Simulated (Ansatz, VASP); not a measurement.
Two plane-wave programs on Ag

```
CELL_PARAMETERS angstrom
0.00000 2.03126 2.03126
2.03126 0.00000 2.03126
2.03126 2.03126 0.00000
ATOMIC_POSITIONS crystal
Ag 0.00000 0.00000 0.00000
```

Alike in both runs: task single point; functional PBE; k mesh 18 × 18 × 18; occupations gaussian, width 0.1 eV; no spin polarisation.

```csv
,VASP,Ansatz
version,VASP 6.6.1,Ansatz 0.2.0
potentials or method,"VASP PAW PBE potentials, release 64 (Ag)","scalar-relativistic, plane waves, PAW"
plane-wave cutoff (eV),520,420
valence electrons in the cell,11,19
```

|  | VASP | Ansatz | Ansatz less VASP |
| --- | --- | --- | --- |
| gap on the k mesh at the Fermi level (eV) | none | none | - |
| pressure (GPa) | 6.6 | 6.8 | +0.20 |

A gap of «none» marks a metal or a gap that the smearing closes. With one functional, cell and mesh, what is left measures potentials, basis and numerics. The two sets of potentials don't hold the same shells in valence.
